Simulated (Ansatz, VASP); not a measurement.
# Two plane-wave programs on BN

Contents of INCAR:

```
ALGO = Normal
EDIFF = 1E-7
ENCUT = 520
GGA = PE
ISIF = 2
ISMEAR = -1
LASPH = T
LCHARG = T
LELF = T
LREAL = F
LVHAR = T
LWAVE = F
NBANDS = 16
NELM = 100
PREC = Accurate
SIGMA = 0.02
```

The input KPOINTS:

```
k-points
0
Gamma
  12 12 4
```

POSCAR

```
BN
1.0
    2.5005826953      0.0000000000      0.0000000000
   -1.2502913476      2.2935532154      0.0000000000
    0.0000000000      0.0000000000      6.5236379111
B N
2 2
Direct
    0.3242254438      0.6484508875      0.2500000000
    0.6757745562      0.3515491125      0.7500000000
    0.3442508801      0.6885017602      0.7500000000
    0.6557491199      0.3114982398      0.2500000000
```

Input for Ansatz:

```yaml
crystal:
  lattice:
    - [2.5005826953, 0.0, 0.0]
    - [-1.2502913476, 2.2935532154, 0.0]
    - [0.0, 0.0, 6.5236379111]
  atoms:
    - { symbol: B, position: [0.3242254438, 0.6484508875, 0.25] }
    - { symbol: B, position: [0.6757745562, 0.3515491125, 0.75] }
    - { symbol: "N", position: [0.3442508801, 0.6885017602, 0.75] }
    - { symbol: "N", position: [0.6557491199, 0.3114982398, 0.25] }
kpoints:
  mp_grid: { grid: [12, 12, 4] }
  band_path:
    path:
      - [0.0, 0.0, 0.0]
      - [0.5, 0.0, 0.0]
      - [0.3333333333, 0.3333333333, 0.0]
      - [0.0, 0.0, 0.5]
      - [0.5, 0.0, 0.5]
      - [0.3333333333, 0.3333333333, 0.5]
      - [0.421875, 0.289063, 0.0]
      - [0.0, 0.5, 0.0]
    npoints: 1
hamiltonian:
  xc: pbe
scf:
  occupations: { method: fermi_dirac, width: 0.02 }
  n_extra_bands: 5
output:
  forces: true
  stress: true
  eigenvalues: true
```

Change from the starting cell: uniaxial_y strain +5.9%.

Alike in both runs: task single point; functional PBE; k mesh 12 × 12 × 4; occupations fermi-dirac, width 0.02 eV; no spin polarisation.

|  | VASP | Ansatz |
| --- | --- | --- |
| version | VASP 6.6.1 | Ansatz 0.2.0 |
| potentials or method | VASP PAW PBE potentials, release 64 (B, N) | plane waves, PAW |
| plane-wave cutoff (eV) | 520 | 420 |
| valence electrons in the cell | 16 | 16 |

```tsv
	VASP	Ansatz	Ansatz less VASP
gap on the k mesh at the Fermi level (eV)	3.90	3.90	+0.006
pressure (GPa)	-14.0	-14.1	-0.06
largest component of the traceless stress (GPa)	27.17	27.20	+0.025
rms of the force components (eV/Å)	0.026	0.023	-0.0026
```

Atom by atom the forces differ by 0.003 eV/Å (rms over components).

Caveats: this functional lacks dispersion, which binds the layers, so the pressure and a relaxed spacing across them are unreliable. A k mesh can miss the band edges.
